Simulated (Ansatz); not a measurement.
# MgS: one candidate of a structure search, part 2 of 2

The task: take a trial cell of MgS to zero force and stress, then test the end with a random kick.

Ansatz 0.2.0; DFT PBE, scalar-relativistic, plane waves, PAW. The steps go on from the part before.

## (4) Changing settings: occupations.method tetrahedron_uncorrected, width left out

Contents of input.yaml:

```yaml
crystal:
  lattice:
    - [0.0, 2.6148576661, 2.6148576661]
    - [2.6148576661, 0.0, 2.6148576661]
    - [2.6148576661, 2.6148576661, 0.0]
  atoms:
    - { symbol: Mg, position: [0.0, 0.0, 0.0] }
    - { symbol: S, position: [0.5, 0.5, 0.5] }
basis:
  ecutwfc: 420
kpoints:
  mp_grid: { grid: [8, 8, 8] }
hamiltonian:
  xc: pbe
scf:
  occupations: { method: tetrahedron_uncorrected }
output:
  forces: true
  eigenvalues: true
  stress: true
```

The run is started by

```
ansatz run input.yaml --threads 1 --pin off --max-ram 2560MiB --backend cpu --events-out ev --progress --plain --runs-dir out
```

The program printed:

```text
Warning: RAYON_NUM_THREADS=1 ignored (pool sized by the plan → 1); use --threads N
[... 9 set-up lines as earlier in the session ...]
Crystal: 2 atoms, lattice volume = 35.758 Å³
Basis set: ecut = 420 eV, 725 PW (Γ), exchange–correlation on 50×50×50 points (8 copies of the dense FFT grid, shifted against one another)
Bands: 12, of which v1, the nominal top of the filled ones, is band 8 counted from 1 (7 counted from 0)
[... 2 set-up lines as earlier in the session ...]
k-points: 29 of 512
[... 8 set-up lines as earlier in the session ...]
SCF iter   1: F=—  HF=-2828.748782 eV  |F-HF|=—  |Δ(HF+E_count)|=         —  Δρ=4.06e-4  dr2=4.20e-5  ethr=1.77e-3  ⟨swp⟩=7.4  Hψ=2210  notcnv=0
preconditioner: auto → none  [insulator: Δε(μ)=2.750 eV  Ē_g=11.663 eV  n_scr=8 (ndim 8)  ℏωp=17.6 eV  f_vac=0.000  ε∞_Penn≈3.3]
SCF iter   2: F=—  HF=-2828.748744 eV  |F-HF|=—  |Δ(HF+E_count)|=   3.73e-5  Δρ=3.04e-4  dr2=4.46e-5  ethr=2.63e-7  ⟨swp⟩=3.0  Hψ=1120  notcnv=0
SCF iter   3: F=—  HF=-2828.748760 eV  |F-HF|=—  |Δ(HF+E_count)|=   1.54e-5  Δρ=1.31e-4  dr2=5.78e-6  ethr=2.63e-7  ⟨swp⟩=2.9  Hψ=613  notcnv=0
SCF iter   4: F=—  HF=-2828.748763 eV  |F-HF|=—  |Δ(HF+E_count)|=   3.27e-6  Δρ=5.83e-5  dr2=1.59e-6  ethr=3.61e-8  ⟨swp⟩=2.9  Hψ=579  notcnv=0
SCF iter   5: F=—  HF=-2828.748763 eV  |F-HF|=—  |Δ(HF+E_count)|=   3.09e-7  Δρ=2.90e-5  dr2=4.73e-7  ethr=9.94e-9  ⟨swp⟩=2.0  Hψ=468  notcnv=0
SCF iter   6: F=-2828.748763 eV  HF=-2828.748763 eV  |F-HF|=3.82e-8  |Δ(HF+E_count)|=   1.51e-7  Δρ=9.52e-6  dr2=5.13e-8  ethr=6.25e-10  ⟨swp⟩=3.3  Hψ=1311  notcnv=0
SCF 1 converged in 6 iterations: F = -2828.748763 eV  dr2 = 5.13e-8
SCF converged after 6 iterations
Free energy (F): -2828.748763 eV
Harris-Foulkes:  -2828.748763 eV  (|F-HF|=3.82e-8)
Internal energy: -2828.748763 eV  (E = F + TS)
E sigma→0 (E₀):  -2828.748763 eV
Fermi energy:    6.214554 eV
--- Per-component energies (eV) ---
  E_band       = -334.528993
  E_kinetic    = 184.901087
  E_local      = -1673.492483  (includes V_loc(G=0)·N_el)
  E_nonlocal   = 123.390388
  E_hartree    = 595.613514
  E_xc         = -127.572156
  E_vxc        = -126.805054  (∫ρ·V_xc dr)
  E_paw        = -893.121031  (= ΣΔE_a)
  E_vpaw       = -33.749532  (= ΣTr[D̂ρ^β])
  E_aug_tail   = -0.000001  (compensation charges beyond the density's cutoff)
  E_ewald      = -1038.468081
  E_smearing   = -0.000000  (= −TS)
  E_closure    = -0.000000  (closes the sum)
  Σ components = -2828.748763   (vs F -2828.748763, Δ=0.00e0)
--- Forces (eV/Å), atoms counted from 1 ---
  atom   1  Mg    -0.00000000     0.00000000     0.00000000
  atom   2  S      0.00000000    -0.00000000    -0.00000000
  max |Σ_I F_I| component: 3.96e-30 eV/Å
--- Stress (GPa, compression-positive) ---
        0.004022       0.000000      -0.000000
        0.000000       0.004022      -0.000000
        0.000000      -0.000000       0.004022
  P = ⅓ Tr σ = 0.0040 GPa (0.040 kbar)
--- Band table (eV; the first three rows and the last of 29) ---
  k-point 0: bands = ["-68.5375", "-35.2891", "-35.2891", "-35.2891", "-6.3659", "6.2146", "6.2146", "6.2146", "9.8184", "14.1403", "14.1403", "14.1403"]
  k-point 1: bands = ["-68.5374", "-35.2900", "-35.2892", "-35.2892", "-6.2176", "5.1788", "6.1167", "6.1167", "10.6245", "13.8204", "14.3795", "14.3795"]
  k-point 2: bands = ["-68.5373", "-35.2921", "-35.2895", "-35.2895", "-5.8176", "3.4492", "5.9029", "5.9029", "11.1194", "13.9917", "13.9917", "14.4223"]
  k-point 28: bands = ["-68.5371", "-35.2929", "-35.2929", "-35.2914", "-4.6956", "3.0595", "3.0595", "3.9034", "11.4074", "14.1240", "14.1240", "14.2161"]
```

Wall time 0.56 s (1 thread of Intel Xeon 6975P-C (Granite Rapids), shared host); peak memory 0.32 GiB.

```csv
run,ending,energy change,pressure (GPa),gap (eV),force (eV/Å),cycles,time
step 3,converged,0,0.0,2.76,0.00,-,2.5 s
variant,converged,0.0 meV/atom (σ→0),0.0,2.76,0.00,6,0.56 s
```

The changed input (smearing) leaves the energy the same to the digits printed.

## (5) Reference for the kick test

Contents of input.yaml:

```yaml
crystal:
  lattice:
    - [0.0, -2.6148576661, -2.6148576661]
    - [-2.6148576661, 0.0, -2.6148576661]
    - [2.6148576661, 2.6148576661, -5.2297153322]
  atoms:
    - { symbol: Mg, position: [1.0, 1.0, 0.0] }
    - { symbol: Mg, position: [0.5, 0.5, 0.5] }
    - { symbol: S, position: [0.25, 0.25, 0.25] }
    - { symbol: S, position: [0.75, 0.75, 0.75] }
basis:
  ecutwfc: 420
kpoints:
  mp_grid: { grid: [6, 6, 6] }
hamiltonian:
  xc: pbe
scf:
  occupations: { method: gaussian, width: 0.1 }
  lower_state_search: "off"
output:
  forces: true
  stress: true
  eigenvalues: true
```

The run is started by

```
ansatz run input.yaml --threads 1 --pin off --max-ram 2560MiB --backend cpu --events-out ev --progress --plain --runs-dir out
```

The program printed:

```text
[... 31 lines left out ...]
SCF 1 converged in 6 iterations: F = -5657.495186 eV  dr2 = 6.36e-9
SCF converged after 6 iterations
Free energy (F): -5657.495186 eV
Harris-Foulkes:  -5657.495186 eV  (|F-HF|=4.35e-9)
Internal energy: -5657.495186 eV  (E = F + TS)
E sigma→0 (E₀):  -5657.495186 eV
Fermi energy:    7.594044 eV
--- Per-component energies (eV) ---
  E_band       = -669.055807
  E_kinetic    = 369.818571
  E_local      = -3346.990248  (includes V_loc(G=0)·N_el)
  E_nonlocal   = 246.776128
  E_hartree    = 1191.227901
  E_xc         = -255.148223
  E_vxc        = -253.615141  (∫ρ·V_xc dr)
  E_paw        = -1786.243150  (= ΣΔE_a)
  E_vpaw       = -67.500125  (= ΣTr[D̂ρ^β])
  E_aug_tail   = -0.000003  (compensation charges beyond the density's cutoff)
  E_ewald      = -2076.936162
  E_smearing   = -0.000000  (= −TS)
  E_closure    = -0.000000  (closes the sum)
  Σ components = -5657.495186   (vs F -5657.495186, Δ=0.00e0)
--- Forces (eV/Å), atoms counted from 1 ---
  atom   1  Mg    -0.00000000     0.00000000    -0.00000000
  atom   2  Mg    -0.00000000     0.00000000    -0.00000000
  atom   3  S      0.00000000    -0.00000000     0.00000000
  atom   4  S      0.00000000    -0.00000000     0.00000000
  max |Σ_I F_I| component: 1.03e-25 eV/Å
--- Stress (GPa, compression-positive) ---
        0.014418      -0.014078       0.014078
       -0.014078       0.014418       0.014078
        0.014078       0.014078       0.014418
  P = ⅓ Tr σ = 0.0144 GPa (0.144 kbar)
--- Band table (eV; the first three rows and the last of 32) ---
  k-point 0: bands = ["-68.5385", "-68.5382", "-35.2963", "-35.2909", "-35.2909", "-35.2902", "-35.2900", "-35.2900", "-6.3647", "-5.0908", "1.4704", "5.6429", "5.6429", "6.2157", "6.2158", "6.2158", "9.8191", "10.7407", "13.0899", "13.0899"]
  k-point 1: bands = ["-68.5385", "-68.5382", "-35.2959", "-35.2908", "-35.2908", "-35.2906", "-35.2901", "-35.2901", "-6.2980", "-5.2042", "1.7292", "5.6756", "5.6756", "5.6920", "6.1702", "6.1702", "10.2555", "10.8020", "13.1991", "13.1991"]
  k-point 2: bands = ["-68.5384", "-68.5383", "-35.2948", "-35.2917", "-35.2907", "-35.2907", "-35.2902", "-35.2902", "-6.1061", "-5.4847", "2.4373", "4.6080", "5.7683", "5.7683", "6.0522", "6.0522", "10.9328", "10.9650", "13.5166", "13.5166"]
  k-point 31: bands = ["-68.5381", "-68.5381", "-35.2946", "-35.2946", "-35.2935", "-35.2935", "-35.2917", "-35.2917", "-4.8023", "-4.8023", "2.4700", "2.4700", "3.2873", "3.2873", "4.9099", "4.9099", "10.9819", "10.9819", "13.4862", "13.4862"]
```

It took 1.3 s on 1 thread of Intel Xeon 6975P-C (Granite Rapids), shared host; peak memory 0.38 GiB.

The cell holds 4 atoms, 2 times the relaxed one.

## (6) Kicked and relaxed without symmetry

Atoms are moved at random (σ = 0.05 Å a coordinate) and the cell is strained at random (σ = 1.5 % a component).

Contents of input.yaml:

```yaml
crystal:
  lattice:
    - [0.0364611956, -2.6920046665, -2.5887275338]
    - [-2.6258917063, 0.0274529669, -2.579719305]
    - [2.7073875418, 2.7464758159, -5.2683874126]
  atoms:
    - { symbol: Mg, position: [0.9993354668, 0.999031487, -0.0063431383] }
    - { symbol: Mg, position: [0.5176639312, 0.4786050719, 0.5015888504] }
    - { symbol: S, position: [0.252880562, 0.2805477605, 0.2488263189] }
    - { symbol: S, position: [0.73012004, 0.7418156806, 0.755927969] }
basis:
  ecutwfc: 420
kpoints:
  mp_grid: { grid: [6, 6, 6] }
hamiltonian:
  xc: pbe
scf:
  occupations: { method: gaussian, width: 0.1 }
  lower_state_search: "off"
output:
  forces: true
  stress: true
  eigenvalues: true
relax:
  adjacent_minimum: "off"
  f_tol: 0.025
  max_steps: 60
  cell: { stress_tol: 0.25 }
```

The run is started by

```
ansatz run input.yaml --threads 1 --pin off --max-ram 2560MiB --backend cpu --events-out ev --progress --plain --runs-dir out
```

The program printed:

```text
Warning: RAYON_NUM_THREADS=1 ignored (pool sized by the plan → 1); use --threads N
[... 9 set-up lines as earlier in the session ...]
Crystal: 4 atoms, lattice volume = 75.159 Å³
Basis set: ecut = 420 eV, 1463 PW (Γ), exchange–correlation on 50×50×90 points (8 copies of the dense FFT grid, shifted against one another)
Bands: 20, of which v1, the nominal top of the filled ones, is band 16 counted from 1 (15 counted from 0)
Symmetry: 1 space group operations
Space group: P1 (ITA 1), of the structure as read, at distance tolerance 4.2e-5 Å
k-points: 112 of 216 (time reversal used)
[... 8 set-up lines as earlier in the session ...]
SCF iter   1: F=—  HF=-5657.392942 eV  |F-HF|=—  |Δ(HF+E_count)|=         —  Δρ=5.06e-4  dr2=1.30e-4  ethr=1.77e-3  ⟨swp⟩=5.7  Hψ=10285  notcnv=0
preconditioner: auto → Resta (q_TF=auto, 2.366 Å⁻¹)  ε∞=4.0  [insulator: Δε(μ)=2.466 eV  Ē_g=9.880 eV  σ=0.100 eV  W_gap=1.00  n_scr=18 (ndim 8)  ℏωp=17.1 eV  f_vac=0.000  D(μ)=0.00/eV (n_scr^D=0)  ε∞_Penn≈4.0]
SCF iter   2: F=—  HF=-5657.391088 eV  |F-HF|=—  |Δ(HF+E_count)|=   1.85e-3  Δρ=3.83e-4  dr2=1.53e-4  ethr=4.07e-7  ⟨swp⟩=3.0  Hψ=5439  notcnv=0
SCF iter   3: F=—  HF=-5657.391089 eV  |F-HF|=—  |Δ(HF+E_count)|=   1.01e-6  Δρ=1.44e-4  dr2=1.68e-5  ethr=4.07e-7  ⟨swp⟩=2.0  Hψ=2966  notcnv=0
SCF iter   4: F=—  HF=-5657.391154 eV  |F-HF|=—  |Δ(HF+E_count)|=   6.49e-5  Δρ=4.52e-5  dr2=1.13e-6  ethr=5.25e-8  ⟨swp⟩=2.0  Hψ=3132  notcnv=0
SCF iter   5: F=—  HF=-5657.391154 eV  |F-HF|=—  |Δ(HF+E_count)|=   1.51e-7  Δρ=2.46e-5  dr2=5.22e-7  ethr=3.55e-9  ⟨swp⟩=2.1  Hψ=3887  notcnv=0
SCF iter   6: F=-5657.391154 eV  HF=-5657.391154 eV  |F-HF|=5.08e-8  |Δ(HF+E_count)|=   1.53e-7  Δρ=8.66e-6  dr2=6.35e-8  ethr=3.13e-10  ⟨swp⟩=3.0  Hψ=7998  notcnv=0
SCF 1 converged in 6 iterations: F = -5657.391154 eV  dr2 = 6.35e-8
relax step   1: F+E_penalty+E_count = -5657.39115423 eV  Δ(F+E_penalty+E_count) = +0.000e0 eV  max|allowed force component| = 2.571e-1 eV/Å  Δτ_max = 0.0000 Å  P = -2.695 GPa  Ω = 75.159 Å³  (6 SCF iters, dr2 threshold 1.00e-7 eV, accepted)
Crystal: 4 atoms, lattice volume = 71.375 Å³
Basis set: ecut = 420 eV, 1415 PW (Γ), exchange–correlation on 50×50×90 points (8 copies of the dense FFT grid, shifted against one another)
[... 2 set-up lines as earlier in the session ...]
iter 1 solved again at ethr=5.59e-5 eV; its pass at ethr=3.10e-3 eV (dr2=1.79e-2 eV) is discarded
SCF iter   1: F=—  HF=-5657.474078 eV  |F-HF|=—  |Δ(HF+E_count)|=         —  Δρ=5.07e-3  dr2=1.81e-2  ethr=5.59e-5  ⟨swp⟩=1.0  Hψ=12608  notcnv=0
preconditioner: auto → Resta (q_TF=auto, 2.387 Å⁻¹)  ε∞=4.0  [insulator: Δε(μ)=2.659 eV  Ē_g=10.136 eV  σ=0.100 eV  W_gap=1.00  n_scr=18 (ndim 8)  ℏωp=17.6 eV  f_vac=0.000  D(μ)=0.00/eV (n_scr^D=0)  ε∞_Penn≈4.0]
SCF iter   2: F=—  HF=-5657.471407 eV  |F-HF|=—  |Δ(HF+E_count)|=   2.67e-3  Δρ=2.94e-3  dr2=6.33e-3  ethr=5.59e-5  ⟨swp⟩=1.0  Hψ=2240  notcnv=0
SCF iter   3: F=—  HF=-5657.470907 eV  |F-HF|=—  |Δ(HF+E_count)|=   5.00e-4  Δρ=4.01e-4  dr2=1.48e-4  ethr=1.98e-5  ⟨swp⟩=2.3  Hψ=3169  notcnv=0
SCF iter   4: F=—  HF=-5657.470930 eV  |F-HF|=—  |Δ(HF+E_count)|=   2.31e-5  Δρ=1.07e-4  dr2=1.05e-5  ethr=4.62e-7  ⟨swp⟩=2.5  Hψ=3410  notcnv=0
SCF iter   5: F=-5657.470931 eV  HF=-5657.470931 eV  |F-HF|=7.03e-8  |Δ(HF+E_count)|=   1.64e-6  Δρ=1.95e-5  dr2=3.45e-7  ethr=1.25e-9  ⟨swp⟩=4.2  Hψ=12093  notcnv=0
SCF 2 converged in 5 iterations: F = -5657.470931 eV  dr2 = 3.45e-7
relax step   2: F+E_penalty+E_count = -5657.47093130 eV  Δ(F+E_penalty+E_count) = -7.978e-2 eV  max|allowed force component| = 2.309e-1 eV/Å  Δτ_max = 0.0715 Å  P = +0.339 GPa  Ω = 71.375 Å³  energy of the carried Pulay correction = +8.917e-5 eV  (5 SCF iters, dr2 threshold 4.00e-7 eV, accepted)
Crystal: 4 atoms, lattice volume = 71.553 Å³
Basis set: ecut = 420 eV, 1425 PW (Γ), exchange–correlation on 50×50×90 points (8 copies of the dense FFT grid, shifted against one another)
iter 1 solved again at ethr=3.55e-5 eV; its pass at ethr=3.10e-3 eV (dr2=1.13e-2 eV) is discarded
SCF iter   1: F=—  HF=-5657.498084 eV  |F-HF|=—  |Δ(HF+E_count)|=         —  Δρ=3.72e-3  dr2=1.14e-2  ethr=3.55e-5  ⟨swp⟩=1.0  Hψ=12717  notcnv=0
preconditioner: auto → none  [insulator: Δε(μ)=2.726 eV  Ē_g=10.135 eV  σ=0.100 eV  W_gap=1.00  n_scr=16 (ndim 8)  ℏωp=17.6 eV  f_vac=0.000  D(μ)=0.00/eV (n_scr^D=0)  ε∞_Penn≈4.0]
SCF iter   2: F=—  HF=-5657.495170 eV  |F-HF|=—  |Δ(HF+E_count)|=   2.91e-3  Δρ=1.63e-3  dr2=1.32e-3  ethr=3.55e-5  ⟨swp⟩=2.0  Hψ=2890  notcnv=0
SCF iter   3: F=—  HF=-5657.495183 eV  |F-HF|=—  |Δ(HF+E_count)|=   1.32e-5  Δρ=4.53e-4  dr2=2.24e-4  ethr=4.11e-6  ⟨swp⟩=2.2  Hψ=3349  notcnv=0
SCF iter   4: F=—  HF=-5657.495209 eV  |F-HF|=—  |Δ(HF+E_count)|=   2.57e-5  Δρ=2.01e-4  dr2=8.50e-5  ethr=7.00e-7  ⟨swp⟩=2.0  Hψ=2865  notcnv=0
SCF iter   5: F=—  HF=-5657.495194 eV  |F-HF|=—  |Δ(HF+E_count)|=   1.43e-5  Δρ=7.24e-5  dr2=2.46e-6  ethr=2.66e-7  ⟨swp⟩=2.0  Hψ=2795  notcnv=0
SCF iter   6: F=—  HF=-5657.495196 eV  |F-HF|=—  |Δ(HF+E_count)|=   1.38e-6  Δρ=2.41e-5  dr2=5.19e-7  ethr=1.25e-9  ⟨swp⟩=7.0  Hψ=11488  notcnv=0
SCF iter   7: F=-5657.495196 eV  HF=-5657.495196 eV  |F-HF|=3.78e-9  |Δ(HF+E_count)|=   1.47e-8  Δρ=4.16e-6  dr2=5.69e-9  ethr=1.25e-9  ⟨swp⟩=4.9  Hψ=8784  notcnv=0
SCF 3 converged in 7 iterations: F = -5657.495196 eV  dr2 = 5.69e-9
relax step   3: F+E_penalty+E_count = -5657.49519560 eV  Δ(F+E_penalty+E_count) = -2.426e-2 eV  max|allowed force component| = 5.906e-3 eV/Å  Δτ_max = 0.0517 Å  P = -0.025 GPa  Ω = 71.553 Å³  energy of the carried Pulay correction = +8.487e-5 eV  (7 SCF iters, dr2 threshold 4.00e-7 eV, accepted)
[... 1 set-up line as earlier in the session ...]
iter 1 solved again at ethr=5.09e-7 eV; its pass at ethr=3.10e-3 eV (dr2=1.63e-4 eV) is discarded
SCF iter   1: F=—  HF=-5657.495074 eV  |F-HF|=—  |Δ(HF+E_count)|=         —  Δρ=2.01e-5  dr2=3.53e-8  ethr=5.09e-7  ⟨swp⟩=3.0  Hψ=15736  notcnv=0
eigensolver tolerance schedule: the retry pair's looser diagonalisation over-reported the residual by 4612.88 of it (diagonalisation noise at 3.14 of the residual, at the tolerance the schedule requests for it); recorded, not acted on — ethr = c·dr2/N_el stays at c = 1.0e-1
preconditioner: auto → none  [insulator: Δε(μ)=2.740 eV  Ē_g=10.135 eV  σ=0.100 eV  W_gap=1.00  n_scr=16 (ndim 8)  ℏωp=17.6 eV  f_vac=0.000  D(μ)=0.00/eV (n_scr^D=0)  ε∞_Penn≈4.0]
SCF iter   2: F=—  HF=-5657.495094 eV  |F-HF|=—  |Δ(HF+E_count)|=   1.93e-5  Δρ=9.74e-6  dr2=9.57e-9  ethr=1.10e-10  ⟨swp⟩=2.4  Hψ=4116  notcnv=0
SCF iter   3: F=—  HF=-5657.495094 eV  |F-HF|=—  |Δ(HF+E_count)|=   1.04e-7  Δρ=2.54e-6  dr2=1.00e-8  ethr=2.99e-11  ⟨swp⟩=2.0  Hψ=3920  notcnv=0
SCF iter   4: F=-5657.495094 eV  HF=-5657.495094 eV  |F-HF|=1.05e-9  |Δ(HF+E_count)|=   1.20e-9  Δρ=1.01e-6  dr2=1.61e-10  ethr=3.13e-12  ⟨swp⟩=3.0  Hψ=9062  notcnv=0
SCF 4 converged in 4 iterations: F = -5657.495094 eV  dr2 = 1.61e-10
relax step   4: F+E_penalty+E_count = -5657.49509379 eV  Δ(F+E_penalty+E_count) = +1.018e-4 eV  max|allowed force component| = 5.922e-3 eV/Å  Δτ_max = 0.0000 Å  P = -0.023 GPa  Ω = 71.553 Å³  stress off target by 1.67e-1 GPa  SCF on the basis re-selected at this cell (its energy is not comparable with the rows above)  (4 SCF iters)
basis re-selected at this cell: Δ(F+E_penalty+E_count) = +1.018e-4 eV, ΔP = +0.002 GPa vs the last step (what re-selecting the basis moved, of the pressure what is left beyond the Pulay correction that the steps carried, after the strain that the cell walked since its last selection, with what the two solves' SCF thresholds leave and, on support functions, any second-order correction that the steps lacked; it is no measure of the basis error at this ecutwfc). This SCF's stress stands 1.67e-1 GPa from its target on what of the cell is left free (relax.cell.stress_tol is 2.50e-1 GPa) and its largest allowed force component is 5.92e-3 eV/Å (relax.f_tol is 2.50e-2 eV/Å): within both
SCF converged after 4 iterations
Free energy (F): -5657.495094 eV
Harris-Foulkes:  -5657.495094 eV  (|F-HF|=1.05e-9)
Internal energy: -5657.495094 eV  (E = F + TS)
E sigma→0 (E₀):  -5657.495094 eV
Fermi energy:    7.589582 eV
--- Per-component energies (eV) ---
  E_band       = -669.237551
  E_kinetic    = 369.792027
  E_local      = -3347.505497  (includes V_loc(G=0)·N_el)
  E_nonlocal   = 246.774665
  E_hartree    = 1191.403787
  E_xc         = -255.136353
  E_vxc        = -253.599291  (∫ρ·V_xc dr)
  E_paw        = -1786.246059  (= ΣΔE_a)
  E_vpaw       = -67.507358  (= ΣTr[D̂ρ^β])
  E_aug_tail   = -0.000003  (compensation charges beyond the density's cutoff)
  E_ewald      = -2076.577660
  E_smearing   = -0.000000  (= −TS)
  E_closure    = 0.000000  (closes the sum)
  Σ components = -5657.495094   (vs F -5657.495094, Δ=0.00e0)
--- Forces (eV/Å), atoms counted from 1 ---
  atom   1  Mg    -0.00000328     0.00425704    -0.00412103
  atom   2  Mg    -0.00337009     0.00554045    -0.00259938
  atom   3  S      0.00233805    -0.00387579     0.00348295
  atom   4  S      0.00103572    -0.00592247     0.00323770
  max |Σ_I F_I| component: 7.76e-7 eV/Å
--- Stress (GPa, compression-positive) ---
       -0.027771      -0.036579      -0.064858
       -0.036579       0.077505      -0.048069
       -0.064858      -0.048069      -0.118801
  P = ⅓ Tr σ = -0.0230 GPa (-0.230 kbar)
--- Band table (eV; the first three rows and the last of 112) ---
  k-point 0: bands = ["-68.5456", "-68.5450", "-35.3034", "-35.2979", "-35.2977", "-35.2975", "-35.2969", "-35.2966", "-6.3677", "-5.0923", "1.4708", "5.6272", "5.6383", "6.2006", "6.2095", "6.2197", "9.8092", "10.7265", "13.0609", "13.0895"]
  k-point 1: bands = ["-68.5456", "-68.5450", "-35.3030", "-35.2979", "-35.2978", "-35.2977", "-35.2970", "-35.2967", "-6.3009", "-5.2058", "1.7297", "5.6600", "5.6709", "5.6926", "6.1579", "6.1642", "10.2450", "10.7879", "13.1703", "13.1990"]
  k-point 2: bands = ["-68.5456", "-68.5451", "-35.3019", "-35.2989", "-35.2977", "-35.2976", "-35.2971", "-35.2969", "-6.1087", "-5.4866", "2.4381", "4.6087", "5.7533", "5.7633", "6.0391", "6.0465", "10.9205", "10.9513", "13.4882", "13.5173"]
  k-point 111: bands = ["-68.5454", "-68.5449", "-35.3021", "-35.3017", "-35.2999", "-35.2995", "-35.2987", "-35.2982", "-4.9433", "-4.9423", "2.2459", "2.2472", "4.0557", "4.0570", "5.0432", "5.0442", "10.6051", "10.6058", "12.9190", "12.9218"]
--- Relaxed structure (3 steps of the walk, 3 accepted, 1 SCFs on fresh bases) ---
  F+E_penalty+E_count = -5657.49509379 eV   max|allowed force component| = 5.922e-3 eV/Å   (the final SCF, on the basis selected at the relaxed cell)
  cell:  # Å, volume = 71.5530 Å³
    - [-0.002453447484330653, -2.61409444517864, -2.6194148473217007]
    - [-2.6173346571096694, -0.0020310011611875713, -2.6198186121534546]
    - [2.612142404406086, 2.6101450075675006, -5.232371167420726]
  atoms:
    - { symbol: Mg, position: [1.0000997554540059, 0.9998793882566321, -0.00013896500016907787] }
    - { symbol: Mg, position: [0.5003769156664354, 0.49961944887708815, 0.49989196660369] }
    - { symbol: S, position: [0.2498248027273546, 0.25027153340766467, 0.2501085568867231] }
    - { symbol: S, position: [0.7496985261522037, 0.750229629458615, 0.7501384415097555] }
```

Run time: 30 s. Hardware: 1 thread of Intel Xeon 6975P-C (Granite Rapids), shared host; peak memory 0.51 GiB.

The steps of the relaxation:

| step | energy from step 1 (eV/cell) | largest force component (eV/Å) | pressure (GPa) | volume (Å³) |
| --- | --- | --- | --- | --- |
| 1 | 0.0000 | 0.2571 | -2.70 | 75.16 |
| 2 | -0.0798 | 0.2309 | 0.34 | 71.37 |
| 3 | -0.1040 | 0.0059 | -0.02 | 71.55 |
| 4 | -0.1039 | 0.0059 | -0.02 | 71.55 |

Step 1 is the start. Step 4 repeats the geometry before it on a plane-wave basis chosen anew for that cell, so its energy need not be comparable with the rows above.

|  | before | after | change |
| --- | --- | --- | --- |
| a (Å) | 3.735 | 3.701 | -0.9 % |
| b (Å) | 3.681 | 3.703 | +0.6 % |
| c (Å) | 6.529 | 6.404 | -1.9 % |
| α (°) | 74.17 | 73.17 | -1.3 % |
| β (°) | 74.92 | 73.13 | -2.4 % |
| γ (°) | 61.75 | 59.89 | -3.0 % |
| volume (Å³/atom) | 18.79 | 17.89 | -4.8 % |
| shortest distance (Å) | 2.534 | 2.611 | +3.0 % |
| space group (0.01 Å) | P1 | Immm | changed |

Against the unmoved cell on the same mesh the energy changed by 0.0 meV/atom and the volume by +0.1 %. At a tolerance of 0.1 Å, which suits this loose relaxation, its space group is Fm-3m.

## (7) Results

What follows sums up all 2 parts. Changes of volume or cell count from the first structure of part 1.

| quantity | value |
| --- | --- |
| symmetry at the end (tolerance 0.02 Å) | space group Fm-3m (No. 225) |
| conventional cell | a = 5.230 Å, b = 5.230 Å, c = 5.230 Å, α = 90.00°, β = 90.00°, γ = 90.00° |
| volume | 17.88 Å³/atom |
| energy over the elements | -1.44 eV/atom |
| gap on the mesh | 2.76 eV |

**Reading.** The space group Fm-3m (No. 225) is kept, and the volume per atom grows by 1.5 % from the first guess. A negative formation energy is needed for stability but isn't enough; other structures and compounds were not set against it here. It survived the kick, though modes of other wave vectors, which need another repeat, weren't probed. Measured lattice constant a of MgS: 5.2023 Å (294.15 K; a printed reference work, data compilation). This calculation gives 5.230 Å (+0.5 %). That is the cell relaxed with PBE. The calculation is for a static lattice.
